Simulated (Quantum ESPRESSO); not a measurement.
Runs of Quantum ESPRESSO 7.5 on AlN. It takes space group F-43m (No. 216, cubic). The conventional cell has a = 4.368 Å, b = 4.368 Å, c = 4.368 Å, α = 90.00°, β = 90.00°, γ = 90.00°. Around Al (site symmetry -43m) lie 4 N at 1.89 Å. N (site symmetry -43m) has 4 Al at 1.89 Å as nearest neighbours. Measurements of this composition are mostly on another form, of space group No. 186.

```csv
level,potentials or basis,form of the LDA correlation,pressure (GPa)
BLYP,GBRV 1.5 PBE,-,(b)
PBEsol,GBRV 1.5 PBEsol,-,1.7
WC,GBRV 1.5 PBE,-,2.3
AM05,GBRV 1.5 PBE,-,(a)
LDA,GBRV 1.5 LDA,PZ81,-2.8
```

Alike in all rows: task dielectric tensor; no spin polarisation; cell as given; k mesh 8 × 8 × 8, shifted; cutoff (eV) 612; smearing fermi-dirac 0.05 eV.

Question: Fill in the values left out.

Answer: (a) 2.5; (b) 9.4.

Caveats: the potentials were made for another functional, which shifts forces and pressure (some runs); the cell is more than 3 GPa from zero pressure, which shifts response properties (some runs).

Runs at the PBE level aren't shown here.
